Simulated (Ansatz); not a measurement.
Mercury, alpha-Hg (rhombohedral): convergence with the k-point mesh

Computed with Ansatz, r²SCAN, scalar-relativistic PAW, on the relaxed cell (a = 3.756 Å, c = 6.464 Å (c/a = 1.721); spin not included). Errors count from a run at 500 eV on a Γ-centred 18×18×18 mesh with Fermi-Dirac smearing of 0.1 eV, extrapolated to zero width. Fixed here: cutoff 500 eV, Fermi-Dirac width 0.1 eV. The SCF starts from atomic densities corrected by a trained network.

```csv
k-mesh,E(σ→0) error (meV/atom),P (GPa),SCF iterations
2×2×2,1787.1,6.50,7
3×3×3,-420.4,-2.60,6
4×4×4,149.2,2.53,6
5×5×5,46.1,1.01,6
7×7×7,24.9,0.57,6
9×9×9,11.1,0.13,6
12×12×12,3.4,0.06,6
```

Problem. What does the run at 16×16×16 give (k-mesh)?

Solution. E(σ→0) error (meV/atom): -0.2; P (GPa): 0.08; SCF iterations: 6.

Within 5 meV/atom of the last row: from 12×12×12 on.
